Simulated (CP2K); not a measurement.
**Te2Mo under changes of volume**

One of the cells (24.965 Å³/atom); the others are scaled copies at fixed shape and fractional positions:

```xyz
6
Lattice="3.5182 0.0000 0.0000 -1.7591 3.0469 0.0000 0.0000 0.0000 13.9736" Properties=species:S:1:pos:R:3 pbc="T T T"
Te    1.7591    1.0156    5.2960
Te    0.0000    2.0312   12.2828
Te    1.7591    1.0156    1.6908
Te    0.0000    2.0312    8.6776
Mo    1.7591    1.0156   10.4802
Mo    0.0000    2.0312    3.4934
```

| Property | Result |
| --- | --- |
| Program | CP2K 2026.2 |
| Functional | PBEsol |
| Potentials or basis | POTENTIAL_UZH Te GTH-PBE-q6, Mo GTH-PBE-q14; TZVP-MOLOPT-PBE-GTH basis |
| Density cutoff | 6123 eV |
| k mesh | 9 × 9 × 2 |
| Occupations | fermi-dirac, width 0.05 eV |
| Spin | no spin polarisation |

```tsv
volume (Å³/atom)	energy over the lowest point (meV/atom)	pressure (GPa)	gap on the mesh (eV)	largest force (eV/Å)
23.467	?	?	?	?
23.966	35.44	7.5	1.41	0.996
24.466	16.13	4.9	1.37	0.663
24.965	4.58	2.5	1.34	0.356
25.464	0.00	0.4	1.31	0.071
25.963	1.67	-1.5	1.28	0.192
26.463	8.96	-3.2	1.26	0.434
```

Question: What does the run at 23.467 Å³/atom give?

Answer: Energy over the lowest point 63.42 meV/atom; pressure 10.5 GPa; gap on the mesh 1.43 eV; largest force 1.357 eV/Å.

Worked out: A Birch-Murnaghan fit of order 3 (a polynomial in V^(-2/3)) to the other rows has its minimum at 25.57 Å³/atom with B0 = V·E''(V) = 100 GPa and B' = 4.5 at fixed shape and positions, which overstates the stiffness. It gives 63.35 meV/atom at 23.467 Å³/atom, against the run's 63.42, and -dE/dV = 10.4 GPa, against 10.5. A straight line through the other rows of the gap, of slope -1.52 eV per unit of ln V, extrapolates to 1.44 eV, against the run's 1.43.

Energies are extrapolated to zero smearing.

Caveats: with these potentials and basis sets, volumes of gold and of layered tellurides can stand 1.5 % and more from those of plane-wave programs; the potentials were made for another functional, which shifts forces and pressure; spin-orbit coupling is left out, which moves the levels of the heavy elements; an odd mesh through Γ misses points on the zone boundary, where band edges often lie; this functional lacks dispersion, which binds the layers, so the pressure and a relaxed spacing across them are unreliable; the basis of atomic orbitals isn't converged, which shifts pressures, moduli and gaps.
